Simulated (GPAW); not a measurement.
Entries from a set of simulations; values are calculated unless marked as measured.

### MgO (Fm-3m): G0W0 with GPAW, start to end

Symmetry: Fm-3m, No. 225, cubic system. The conventional cell has a = 4.194 Å, b = 4.194 Å, c = 4.194 Å, α = 90.00°, β = 90.00°, γ = 90.00°. Mg has 6 O at 2.10 Å nearest. O has 6 Mg at 2.10 Å nearest. Farther neighbours and most contacts between anions are not listed.

```
method               : DFT, PBE, plane waves, PAW (and 1 further level or step)
program              : GPAW 26.7.0
settings of one run  : cutoff 600 eV, GPAW PAW setups 1.2.1 data release, 8×8×8 k-mesh, nbands 106
cost                 : 4 runs, 1.9 min in all on 4 MPI ranks of Intel Xeon 6975P-C (Granite Rapids), shared host (the runs of this entry)
notes                : The cell and positions are those that the Materials Project relaxed with its own functionals (PBE, PBE+U or r2SCAN), kept fixed. Bands and cutoff are finite, so the gap is not at the basis limit. The miss can reach some tenths of an eV and take either sign; the mesh is an error of its own.
PBE gap              : 4.89 eV, direct
G0W0 gap on the mesh : 7.36 eV
GW settings          : 8×8×8 mesh, 96 bands, screening to 175 eV, Godby-Needs plasmon pole
known limits         : not at the basis limit
```

G0W0 moves the gap on the mesh from 4.89 eV to 7.36 eV (+2.47 eV), with Z of 0.80 and 0.85 at the edges. Only 1 of the mesh's irreducible points was corrected, so a valley elsewhere could overtake.

[Paths, hosts, dates, memory and timing lines, banners, echoed tables and standing remarks are left out of the program output.]

[Logs are printed without paths, hosts, clocks, repeated set-up lines and the standing remarks that a program may print on its own settings, such as how far it seeks lower states.]

[Runs of the session that timed out or met a known fault of the program may be left out.]

[Hosts, paths, dates, database ids (printed as entryN), source tags and the programs' standing remarks are cut or masked in the printed files.]
